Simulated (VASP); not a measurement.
# SnSe in VASP: one cell, several levels of theory

Aim: gap, levels, forces and stress of zincblende SnSe, under +2.7 % strain along z alone at fixed geometry. Runs: PBE, r2SCAN. The results are then set beside those of Ansatz 0.2.0 for the same cell. This is a trial cell built on a prototype, not taken from a measured structure, and it needn't be the compound's ground state.

The runs shown are made with VASP 6.6.1. PAW datasets, plane waves. Computed, not measured; no magnetism was allowed, and the structure may never have been made.

## 1. The structure to begin with

The cell comes from an earlier relaxation with r2SCAN in another program, then strained, with the atoms relaxed again.

Space group I-4m2 (No. 119), tetragonal; a = 4.757 Å, c = 6.912 Å in the conventional setting, 39.11 Å³ an atom. Near Sn stand 4 Se at 2.94 Å; near Se stand 4 Sn at 2.94 Å.

The structure in full:

```xyz
2
Lattice="0.0000 3.3640 3.4558 3.3640 0.0000 3.4558 3.3640 3.3640 0.0000" Properties=species:S:1:pos:R:3 pbc="T T T"
Sn    0.0000    0.0000    0.0000
Se    1.6820    1.6820    1.7279
```

## 2. Single point with PBE

Contents of INCAR:

```
ENCUT = 520.000000
SIGMA = 0.020000
EDIFF = 1.00e-07
GGA = PE
PREC = Accurate
IBRION = -1
ISIF = 2
ISMEAR = -1
NBANDS = 17
NELM = 120
NSW = 0
LASPH = .TRUE.
LCHARG = .FALSE.
LWAVE = .FALSE.
LREAL = .FALSE.
```

Contents of KPOINTS:

```
KPOINTS created by Atomic Simulation Environment
0
Gamma
6 6 6
0 0 0
```

Contents of KPOINTS_OPT:

```
special points
6
Reciprocal
0.0000000000 0.0000000000 0.0000000000 1
-0.5000000000 -0.5000000000 0.0000000000 1
-0.3750000000 -0.3750000000 0.2500000000 1
-0.3750000000 0.0000000000 0.3750000000 1
0.0000000000 0.0000000000 0.5000000000 1
-0.5000000000 -0.2500000000 0.2500000000 1
```

Contents of POSCAR:

```
Sn Se
 1.0000000000000000
     0.0000000000000000    3.3639842963000000    3.4558210676000001
     3.3639842963000000    0.0000000000000000    3.4558210676000001
     3.3639842963000000    3.3639842963000000    0.0000000000000000
 Sn  Se
   1   1
Cartesian
  0.0000000000000000  0.0000000000000000  0.0000000000000000
  1.6819921481500002  1.6819921481500002  1.7279105337999998
```

The run uses the recommended PBE PAW datasets (20 valence electrons a neutral cell).

Started as:

```sh
> mpirun -np 1 vasp_std
```

## 3. Single point with r2SCAN

Edit INCAR of step 2 so:

```diff
@@ -3,3 +3,4 @@
 EDIFF = 1.00e-07
-GGA = PE
+ALGO = Normal
+METAGGA = R2SCAN
 PREC = Accurate
```

KPOINTS is that of step 2.

KPOINTS_OPT is that of step 2.

POSCAR is that of step 2.

Before running it: what results should come out? Wanted: for each run, gap; pressure; Ansatz: gap; Ansatz: pressure.

The runs gave:

```
 level  gap (eV)  pressure (GPa)  Ansatz: gap (eV)  Ansatz: pressure (GPa)
   PBE      0.02           -0.14              0.02                   -0.13
r2SCAN      0.09           -0.88              0.09                   -0.89
```

What this shows: The gap runs from 0.02 eV (PBE) to 0.09 eV (r2SCAN). Spin-orbit coupling is left out, though the cell holds Sn (Z = 50); in an element this heavy it can shift bands and gaps by tenths of an eV. At this one volume the pressure spans -0.9 GPa (r2SCAN) to -0.1 GPa (PBE): PBE wants the largest cell and r2SCAN the smallest. The two programs agree on the gap within 0.01 eV, far less than the spread between functionals. Datasets and cutoffs are each program's own. VASP's cell holds 20 valence electrons and Ansatz's 30.
